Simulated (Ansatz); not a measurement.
The system is Sb.

```
Sb
1.0
     3.35453    0.00000    0.00000
    -1.67727    2.90511    0.00000
     0.00000    0.00000    5.47016
Sb
2
Direct
  0.66667 0.33333 0.75000
  0.33333 0.66667 0.25000
```

This isn't the form of Sb at room conditions, which is rhombohedral.

* Program: Ansatz 0.2.0
* Task: single point
* Functional: PBE
* Potentials or basis: Ansatz PAW
* Cutoff: 420 eV (not typed: the program's choice for these potentials)
* k mesh: 9 × 9 × 5
* Occupations: fermi-dirac, width 0.05 eV
* Spin: no spin polarisation

On this cell: pressure 1.5 GPa; largest force under 0.003 eV/Å; band gap on the k mesh none (metal or under the smearing width).

The same run follows on a disturbed copy (atoms moved at random, drawn with an rms of 0.05 Å):

```
Sb
1.0
     3.35453    0.00000    0.00000
    -1.67727    2.90511    0.00000
     0.00000    0.00000    5.47016
Sb
2
Direct
  0.67819 0.33447 0.75155
  0.32096 0.66257 0.25561
```

Problem. What changes?

Solution. The energy (extrapolated to zero smearing) moves by -1.2 meV/atom; pressure 1.5 GPa; largest force 0.037 eV/Å; band gap on the k mesh none (metal or under the smearing width).

Forces in eV/Å, atoms in the order of the input:
```
Sb   0.025  0.006 -0.027
Sb  -0.025 -0.006  0.027
```

Stress tensor (GPa, compression positive):
```
1.66 0.19 0.02
0.19 1.61 0.01
0.02 0.01 1.31
```

The energy falls, though the first cell shows no forces: that form is unstable against this distortion, unless noise or another electronic state is at work.
